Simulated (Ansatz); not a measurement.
**MgS: levels along high-symmetry lines**

```
Mg S
1.0
     4.05431    0.00000    0.00000
    -2.02715    3.51113    0.00000
     0.00000    0.00000    6.49202
Mg S
2 2
Direct
  0.33333 0.66667 0.99758
  0.66667 0.33333 0.49758
  0.33333 0.66667 0.37842
  0.66667 0.33333 0.87842
```

Atoms are numbered in the order listed.

The structure comes from a relaxation in the same program, started in the wurtzite type, and has space group P6_3mc. Whether it is a known phase or the ground state wasn't checked.

Method: DFT, PBE, all-electron LAPW, scalar-relativistic (Ansatz 0.2.0).

Settings: a Γ-centred 12×12×7 k mesh, Fermi–Dirac smearing of 0.05 eV, basis error target 0.5 meV/atom, no spin polarisation.

Points in fractions of the reciprocal vectors of this cell: Γ (0, 0, 0), M (0.5, 0, 0), K (0.333, 0.333, 0), A (0, 0, 0.5), L (0.5, 0, 0.5), H (0.333, 0.333, 0.5). The path joins them by straight lines in the order Γ–M–K–Γ–A–L–H–A–L; legs that retrace an earlier one aren't tabulated. Energies are in eV from the top of the valence band.

Q: Metal or insulator at this level of theory?

A: An insulator or semiconductor: gap 3.37 eV, direct at Γ.

Q: Tabulate bands 21 to 27, counted from the lowest band of the run, along the path.

A: 
| k (1/Å) | point | band 21 | band 22 | band 23 | band 24 | band 25 | band 26 | band 27 |
| --- | --- | --- | --- | --- | --- | --- | --- | --- |
| 0.00 | Γ | -0.51 | -0.11 | -0.11 | 0.00 | 3.37 | 4.67 | 7.48 |
| 0.22 |  | -0.64 | -0.61 | -0.15 | -0.06 | 3.97 | 5.17 | 7.05 |
| 0.45 |  | -1.45 | -0.88 | -0.26 | -0.26 | 4.92 | 5.49 | 6.60 |
| 0.67 |  | -2.04 | -1.09 | -0.61 | -0.38 | 4.94 | 5.38 | 5.85 |
| 0.89 | M | -1.81 | -1.17 | -0.89 | -0.42 | 4.76 | 5.21 | 5.75 |
| 1.02 |  | -1.78 | -1.30 | -0.91 | -0.55 | 5.02 | 5.23 | 5.88 |
| 1.15 |  | -1.74 | -1.57 | -0.97 | -0.86 | 5.12 | 5.69 | 6.36 |
| 1.28 |  | -2.01 | -1.49 | -1.17 | -1.10 | 4.96 | 6.52 | 6.95 |
| 1.41 | K | -2.22 | -1.29 | -1.29 | -1.29 | 4.88 | 7.03 | 7.28 |
| 1.67 |  | -1.83 | -1.63 | -0.97 | -0.80 | 5.24 | 6.48 | 6.65 |
| 1.93 |  | -1.85 | -1.00 | -0.50 | -0.35 | 5.42 | 6.19 | 6.37 |
| 2.19 |  | -0.87 | -0.56 | -0.19 | -0.08 | 4.13 | 5.33 | 6.92 |
| 2.44 | Γ | -0.51 | -0.11 | -0.11 | 0.00 | 3.37 | 4.67 | 7.48 |
| 2.57 |  | -0.50 | -0.20 | -0.13 | -0.13 | 3.58 | 4.71 | 7.46 |
| 2.69 |  | -0.46 | -0.46 | -0.17 | -0.17 | 4.05 | 4.81 | 7.44 |
| 2.81 |  | -0.40 | -0.40 | -0.24 | -0.24 | 4.55 | 4.90 | 7.49 |
| 2.93 | A | -0.32 | -0.32 | -0.32 | -0.32 | 4.86 | 4.86 | 7.54 |
| 3.15 |  | -0.59 | -0.59 | -0.40 | -0.40 | 5.30 | 5.30 | 6.78 |
| 3.38 |  | -0.86 | -0.86 | -0.59 | -0.59 | 5.34 | 5.34 | 6.72 |
| 3.60 |  | -0.83 | -0.83 | -0.76 | -0.76 | 4.85 | 4.85 | 6.48 |
| 3.82 | L | -0.83 | -0.83 | -0.77 | -0.77 | 4.65 | 4.65 | 6.28 |
| 3.95 |  | -1.07 | -1.07 | -0.65 | -0.65 | 4.81 | 4.81 | 6.39 |
| 4.08 |  | -1.43 | -1.43 | -0.57 | -0.57 | 5.18 | 5.18 | 6.64 |
| 4.21 |  | -1.76 | -1.76 | -0.52 | -0.52 | 5.56 | 5.56 | 6.59 |
| 4.34 | H | -1.90 | -1.90 | -0.50 | -0.50 | 5.77 | 5.77 | 6.38 |
| 4.60 |  | -1.52 | -1.52 | -0.58 | -0.58 | 5.48 | 5.48 | 6.85 |
| 4.86 |  | -0.97 | -0.97 | -0.68 | -0.68 | 5.57 | 5.57 | 6.82 |
| 5.11 |  | -0.65 | -0.65 | -0.44 | -0.44 | 5.42 | 5.42 | 6.65 |
| 5.37 | A | -0.32 | -0.32 | -0.32 | -0.32 | 4.86 | 4.86 | 7.54 |

Kohn–Sham gaps of semilocal functionals usually fall short of measured ones.
